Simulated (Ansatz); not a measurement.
Crystal: Fe.

```
Fe
1.0
    -1.44300    1.44300    1.44300
     1.44300   -1.44300    1.44300
     1.44300    1.44300   -1.44300
Fe
1
Direct
  0.00000 0.00000 0.00000
```

```yaml
Program: Ansatz 0.2.0
Task: relaxation of cell and atoms
Functional: RPBE
Dispersion: D4
Potentials_or_basis: all-electron LAPW, scalar-relativistic
Basis_error_allowed: 0.001 eV/atom
k_mesh: 13 × 13 × 13
Occupations: fermi-dirac, width 0.05 eV
Spin: collinear spin, ferromagnetic start
Starting_moments: "[3.0] μB"
```

At the start: volume 12.02 Å³/atom.

Problem. Where does the relaxation end?

Solution. Over 6 steps the energy falls by 39.6 meV/atom and the volume is 11.10 Å³/atom (-7.6 %); space group Im-3m (No. 229, to 0.05 Å); moment 2.10 μB per cell.

Step by step:
```
step  energy change (eV)  largest force (eV/Å)  volume (Å³)
   1              0.0000                0.0000        12.02
   2             -0.0311                0.0000        11.50
   3             -0.0377                0.0000        10.92
   4             -0.0396                0.0000        11.09
   5             -0.0396                0.0000        11.10
   6             -0.0396                0.0000        11.10
```

Final structure:
```
Fe
1.0
    -1.40524    1.40524    1.40524
     1.40524   -1.40524    1.40524
     1.40524    1.40524   -1.40524
Fe
1
Cartesian
  0.0000 0.0000 0.0000
```
